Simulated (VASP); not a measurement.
# CdS (Hawleyite) (F-43m) in VASP: further runs, part 2 of 2

VASP 6.6.1. The steps go on from the part before.

## 4. Phonons, PBE

This run uses another cell than the first one, of 26.15 Å³/atom, 1.053 times its volume.

POSCAR

```
CdS
1.0
    0.0000000000      2.9680225755      2.9680225755
    2.9680225755      0.0000000000      2.9680225755
    2.9680225755      2.9680225755      0.0000000000
  Cd              S
     1     1
Direct
     0.0000000000000000    0.0000000000000000    0.0000000000000000
     0.2500000000000000    0.2500000000000000    0.2500000000000000
```

INCAR.step1

```
SYSTEM = CdS
PREC     = Accurate       ! precision mode
ENCUT    = 600            ! plane-wave cutoff, eV
EDIFF    = 1E-8           ! SCF threshold, eV
ISMEAR   = 0              ! smearing method
SIGMA    = 0.03           ! smearing width, eV
LREAL    = .False.        ! projectors in reciprocal space
LASPH    = .True.         ! aspherical terms in the spheres
NELM     = 80             ! most SCF steps
ALGO     = Normal         ! electronic algorithm
ISIF     = 3              ! what is computed and relaxed
LWAVE    = .False.        ! write WAVECAR
LCHARG   = .False.        ! write CHGCAR
GGA      = PE             ! functional
IBRION   = 2              ! ionic algorithm
NSW      = 40             ! ionic steps
EDIFFG   = -0.002         ! ionic threshold
```

INCAR.step2

```
SYSTEM = CdS
PREC     = Accurate       ! precision mode
ENCUT    = 600            ! plane-wave cutoff, eV
EDIFF    = 1E-8           ! SCF threshold, eV
ISMEAR   = 0              ! smearing method
SIGMA    = 0.03           ! smearing width, eV
LREAL    = .False.        ! projectors in reciprocal space
LASPH    = .True.         ! aspherical terms in the spheres
NELM     = 80             ! most SCF steps
ALGO     = Normal         ! electronic algorithm
ISIF     = 2              ! what is computed and relaxed
LWAVE    = .False.        ! write WAVECAR
LCHARG   = .False.        ! write CHGCAR
GGA      = PE             ! functional
IBRION   = 6              ! ionic algorithm
NFREE    = 2            
POTIM    = 0.015          ! step
NSW      = 1              ! ionic steps
```

KPOINTS

```
Automatic mesh
0
Gamma
  8 8 8
  0 0 0
```

Potentials or basis: VASP PAW PBE potentials, release 64 (Cd, S).

Run with:

```sh
> cat potpaw_PBE.64/Cd/POTCAR potpaw_PBE.64/S/POTCAR > POTCAR
> cp INCAR.step1 INCAR
> mpirun -np 1 vasp_std > vasp.out
> cp CONTCAR POSCAR
> cp INCAR.step2 INCAR
> mpirun -np 1 vasp_std > vasp.out
```

OUTCAR:

```text
SYSTEM = CdS
   PREC = Accurate
   ENCUT = 600
   EDIFF = 1E-8
   ISMEAR = 0
   LREAL = .False.
   LASPH = .True.
   NELM = 80
   ISIF = 2
   GGA = PE
   IBRION = 6
   NFREE = 2
   POTIM = 0.015
   NSW = 1

 ion  position               nearest neighbor table
   1  0.000  0.000  0.000-   2 2.57   2 2.57   2 2.57   2 2.57
   2  0.250  0.250  0.250-   1 2.57   1 2.57   1 2.57   1 2.57

  LATTYP: Found a face centered cubic cell.
 ALAT       =     5.9360451510

  Lattice vectors:

 A1 = (   0.0000000000,   2.9680225755,   2.9680225755)
 A2 = (   2.9680225755,   0.0000000000,   2.9680225755)
 A3 = (   2.9680225755,   2.9680225755,   0.0000000000)

[... 729 lines left out ...]
  --------------------------------------------------------------------------------------
  -------------------------------------------------------------------------------------
  Total        0.0017406      0.0034769      0.0034769      0.0000000      0.0795894      0.0000000
  in kB        0.0533299      0.1065296      0.1065296      0.0000000      2.4385652      0.0000000
  external PRESSURE =       0.0887964 kB  Pullay stress =       0.0000000 kB
[... 17 lines left out ...]
  FREE ENERGIE OF THE ION-ELECTRON SYSTEM (eV)
  ---------------------------------------------------
  free  energy   TOTEN  =        -6.1468456233 eV

  energy  without entropy=       -6.1468456233  energy(sigma->0) =       -6.14684562

 INTERNAL STRAIN TENSORS FROM DISPLACED ATOMS
 ============================================

 INTERNAL STRAIN TENSOR FOR ION    1 for displacements in x,y,z  (eV/Angst):
          X           Y           Z          XY          YZ          ZX
  --------------------------------------------------------------------------------
  x     0.00000     0.00000     0.00000     0.00000     5.29536     0.00000
  y     0.00000    -0.00000     0.00000     0.00000     0.00000     5.29536
  z     0.00000     0.00000     0.00000     5.29536     0.00000     0.00000

 INTERNAL STRAIN TENSOR FOR ION    2 for displacements in x,y,z  (eV/Angst):
          X           Y           Z          XY          YZ          ZX
  --------------------------------------------------------------------------------
  x     0.00000     0.00000     0.00000     0.00000    -5.29526     0.00000
  y     0.00000     0.00000     0.00000     0.00000     0.00000    -5.29526
  z     0.00000     0.00000     0.00000    -5.29526     0.00000     0.00000

 Eigenvectors and eigenvalues of the dynamical matrix
 ----------------------------------------------------

   1 f  =    6.499948 THz    40.840380 2PiTHz  216.814940 cm-1    26.881614 meV
             X         Y         Z           dx          dy          dz
      0.000000  0.000000  0.000000    -0.471240    0.000000    0.000000
      1.484011  1.484011  1.484011     0.882005    0.000000    0.000000
[... 21 lines left out ...]
   6 f/i=    0.000954 THz     0.005995 2PiTHz    0.031826 cm-1     0.003946 meV
             X         Y         Z           dx          dy          dz
      0.000000  0.000000  0.000000     0.000000    0.000000    0.882005
      1.484011  1.484011  1.484011     0.000000    0.000000    0.471240

 ELASTIC MODULI CONTR FROM IONIC RELAXATION (kBar)
 Direction    XX          YY          ZZ          XY          YZ          ZX
 --------------------------------------------------------------------------------
 XX          -0.0000     -0.0000     -0.0000      0.0000      0.0000      0.0000
 YY          -0.0000     -0.0000     -0.0000      0.0000      0.0000      0.0000
 ZZ          -0.0000     -0.0000     -0.0000      0.0000      0.0000      0.0000
 XY           0.0000      0.0000      0.0000   -199.1606      0.0000     -0.0000
 YZ           0.0000      0.0000      0.0000      0.0000   -199.1606      0.0000
 ZX           0.0000      0.0000      0.0000     -0.0000      0.0000   -199.1606
 --------------------------------------------------------------------------------
```

OUTCAR.step1:

```text
SYSTEM = CdS
   PREC = Accurate
   ENCUT = 600
   EDIFF = 1E-8
   ISMEAR = 0
   LREAL = .False.
   LASPH = .True.
[... 611 lines left out ...]
      0.00000      0.00000      0.00000         0.000000     -0.000000      0.000000
      1.48401      1.48401      1.48401        -0.000000      0.000000     -0.000000
 -----------------------------------------------------------------------------------
    total drift:                               -0.000000     -0.000000     -0.000000

  FREE ENERGIE OF THE ION-ELECTRON SYSTEM (eV)
  ---------------------------------------------------
  free  energy   TOTEN  =        -6.1473303949 eV

  energy  without entropy=       -6.1473303949  energy(sigma->0) =       -6.14733039

 reached required accuracy - stopping structural energy minimisation
```

Wall time 1.8 min (1 thread of Intel Xeon 6975P-C (Granite Rapids), shared host); peak memory 0.3 GiB.

Results:

```yaml
Highest_phonon_frequency_at_Γ_LO-TO_splitting_left_out: 217 cm⁻¹
```

Phonon frequencies in cm⁻¹ (negative: imaginary):
```csv
q point,frequencies
"(0.000, 0.000, 0.000)",0 0 0 217 217 217
```
